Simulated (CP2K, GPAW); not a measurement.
Given: the input of a run of GPAW 26.7.0 (ASE script) on HfN. 

File run.py:

```python
from ase import Atoms
from ase.dft.bandgap import bandgap
from ase.io import write
from ase.units import GPa
from gpaw import GPAW, PW

atoms = Atoms(['Hf', 'N'],
              cell=[[3.1904658, 0.0, 0.0],
                    [1.5952329, 2.7630244327, 0.0],
                    [1.5952329, 0.9210081442, 2.6050044173]],
              scaled_positions=[[0.0, 0.0, 0.0],
                                [0.5, 0.5, 0.5]],
              pbc=True)

calc = GPAW(mode=PW(800),
            xc='PBE',
            kpts={'size': (10, 10, 10), 'gamma': True},
            occupations={'name': 'methfessel-paxton', 'order': 0, 'width': 0.05},
            nbands=19,
            convergence={'density': 1e-05, 'energy': 1e-05},
            maxiter=150,
            txt='gpaw.txt')
atoms.calc = calc
energy = atoms.get_potential_energy()
forces = atoms.get_forces()
stress = atoms.get_stress()
calc.write('gs.gpw')
write('result.traj', atoms)
print(f'Energy: {energy:.6f} eV')
print('Forces (eV/A):')
print(forces.round(4))
print('Stress (GPa):', (stress / GPa).round(3))
print('Fermi level:', round(calc.get_fermi_level(), 4), 'eV')
print(f'Gap: {bandgap(calc)[0]:.4f} eV, direct: {bandgap(calc, direct=True)[0]:.4f} eV')
```

Potentials or basis: GPAW PAW data sets (gpaw-data 1.2.1), pw.

Command:

```sh
$ OMP_NUM_THREADS=1 python run.py
```

Task: Translate it to CP2K 2026.2. Potentials or basis there: POTENTIAL_UZH Hf GTH-PBE-q12, N GTH-PBE-q5; TZVP-MOLOPT-PBE-GTH basis.

Result: As run (cutoffs and basis follow the program's own potentials, and thresholds, step limits or extra output files can differ):

hfn_scf.inp

```
&GLOBAL
  PROJECT hfn_scf
  RUN_TYPE ENERGY_FORCE
  PRINT_LEVEL LOW
&END GLOBAL
&FORCE_EVAL
  METHOD QS
  STRESS_TENSOR ANALYTICAL
  &DFT
    BASIS_SET_FILE_NAME BASIS_MOLOPT_UZH
    POTENTIAL_FILE_NAME POTENTIAL_UZH
    &MGRID
      CUTOFF 450
      REL_CUTOFF 60
      NGRIDS 5
    &END MGRID
    &QS
      METHOD GPW
      EPS_DEFAULT 1.0E-10
    &END QS
    &KPOINTS
      SCHEME MONKHORST-PACK 10 10 10
      GAMMA_CENTERED T
      SYMMETRY T
      SYMMETRY_BACKEND SPGLIB
    &END KPOINTS
    &SCF
      SCF_GUESS ATOMIC
      EPS_SCF 1.0E-6
      MAX_SCF 100
      ADDED_MOS 13
      CHOLESKY OFF
      EPS_EIGVAL 1.0E-7
      &DIAGONALIZATION ON
        ALGORITHM STANDARD
      &END DIAGONALIZATION
      &MIXING ON
        METHOD BROYDEN_MIXING
        ALPHA 0.4
        BETA 1.5
        NBUFFER 8
      &END MIXING
      &SMEAR ON
        METHOD GAUSSIAN
        SIGMA [eV] 0.05
      &END SMEAR
    &END SCF
    &XC
      &XC_FUNCTIONAL PBE
      &END XC_FUNCTIONAL
    &END XC
    &PRINT
      &KPOINTS ON
      &END KPOINTS
      &MULLIKEN ON
      &END MULLIKEN
      &MO ON
        ENERGIES T
        OCCUPATION_NUMBERS T
        &EACH
          QS_SCF 0
        &END EACH
        ADD_LAST NUMERIC
      &END MO
      &LOWDIN ON
      &END LOWDIN
      &HIRSHFELD ON
        SHAPE_FUNCTION DENSITY
      &END HIRSHFELD
    &END PRINT
  &END DFT
  &SUBSYS
    &CELL
      ABC 3.1904658000 3.1904658000 3.1904658000
      ALPHA_BETA_GAMMA 60.0000000008 60.0000000002 60.0000000000
      PERIODIC XYZ
    &END CELL
    &COORD
      SCALED
      Hf  0.0000000000 0.0000000000 0.0000000000
      N   0.5000000000 0.5000000000 0.5000000000
    &END COORD
    &KIND Hf
      BASIS_SET TZVP-MOLOPT-PBE-GTH-q12
      POTENTIAL GTH-PBE-q12
    &END KIND
    &KIND N
      BASIS_SET TZVP-MOLOPT-PBE-GTH-q5
      POTENTIAL GTH-PBE-q5
    &END KIND
    &PRINT
      &ATOMIC_COORDINATES ON
      &END ATOMIC_COORDINATES
      &CELL ON
      &END CELL
    &END PRINT
  &END SUBSYS
  &PRINT
    &FORCES ON
    &END FORCES
    &STRESS_TENSOR ON
    &END STRESS_TENSOR
  &END PRINT
&END FORCE_EVAL
```

Potentials or basis: POTENTIAL_UZH Hf GTH-PBE-q12, N GTH-PBE-q5; TZVP-MOLOPT-PBE-GTH basis.

The run is started by

```sh
$ OMP_NUM_THREADS=1 cp2k.psmp -i hfn_scf.inp -o hfn_scf.out
```

Both were run:

|  | GPAW | CP2K |
| --- | --- | --- |
| Pressure | 6.7 GPa | 2.1 GPa |

The two runs disagree by more than potentials and bases usually give (in gap, levels, pressure or energy); the cause wasn't traced.

Pressure is positive in compression.
